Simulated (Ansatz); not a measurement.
Li3N:
```
CELL_PARAMETERS angstrom
      3.63436     0.00000     0.00000
     -1.81718     3.14745     0.00000
      0.00000     0.00000     3.86478
ATOMIC_POSITIONS crystal
  Li 0.00000 0.00000 0.50000
  Li 0.33333 0.66667 0.00000
  Li 0.66667 0.33333 0.00000
  N  0.00000 0.00000 0.00000
```

Relaxed with PBE.

Q: Give the optical modes at the zone centre with their infrared and Raman activity from DFPT, DFT-PBE in the program Ansatz with PAW potentials.

A: Transverse frequencies, without the LO–TO term; a row sums one degenerate level.

| ω (cm⁻¹) | degeneracy | IR ((D/Å)²/amu) | Raman (Å⁴/amu) | activity | symmetry |
|---|---|---|---|---|---|
| 66i | 1 | 0.00 | 0 | silent | B1g |
| 320 | 2 | 11.58 | 0 | IR | E1u |
| 406 | 2 | 29.34 | 0 | IR | E1u |
| 484 | 1 | 1.95 | 0 | IR | A2u |
| 613 | 2 | 0.00 | 48 | Raman | E2g |
| 667 | 1 | 8.50 | 0 | IR | A2u |

Q: How high does the top mode go among those that the LO–TO term moves?

A: 562 cm⁻¹ for q along x, 562 cm⁻¹ for q along y, 723 cm⁻¹ for q along z.

Space group P6/mmm. The PBE relaxation kept the symmetry of its start. At this level the phase is dynamically unstable (imaginary phonons).

Potentials: the later of the program's two PAW sets.
